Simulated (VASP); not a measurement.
A run of VASP 6.6.1:

INCAR

```
SYSTEM = Al2Cu
PREC     = Accurate       ! precision mode
ENCUT    = 600            ! plane-wave cutoff, eV
EDIFF    = 1E-7           ! SCF threshold, eV
ISMEAR   = 0              ! smearing method
SIGMA    = 0.1            ! smearing width, eV
LREAL    = .False.        ! projectors in reciprocal space
LASPH    = .True.         ! aspherical terms in the spheres
NELM     = 80             ! most SCF steps
ALGO     = Fast           ! electronic algorithm
ISIF     = 3              ! what is computed and relaxed
LWAVE    = .False.        ! write WAVECAR
LCHARG   = .False.        ! write CHGCAR
IBRION   = 2              ! ionic algorithm
NSW      = 90             ! ionic steps
EDIFFG   = -0.005         ! ionic threshold
```

File KPOINTS:

```
Automatic mesh
0
Gamma
  14 14 14
  0 0 0
```

The input POSCAR:

```
Al2Cu
1.0
   -2.0303375000      2.0303375000      2.8510940000
    2.0303375000     -2.0303375000      2.8510940000
    2.0303375000      2.0303375000     -2.8510940000
Al Cu
2 1
Direct
    0.7500000000      0.2500000000      0.5000000000
    0.2500000000      0.7500000000      0.5000000000
    0.5000000000      0.5000000000      0.0000000000
```

Potentials or basis: VASP PAW LDA potentials, release 64 (Al, Cu).

Launch:

```bash
$ cat potpaw_LDA.64/Al/POTCAR potpaw_LDA.64/Cu/POTCAR > POTCAR
$ mpirun -np 1 vasp_std > vasp.out
```

Hardware: 1 thread of Intel(R) Xeon(R) 6975P-C (Granite Rapids), on a shared host.

Estimate the wall time of this run.

It took 5.4 min on 1 thread of Intel(R) Xeon(R) 6975P-C (Granite Rapids) (shared host), peak memory 0.32 GiB. Counts: scf iterations 100, k points 244, ion steps 11.
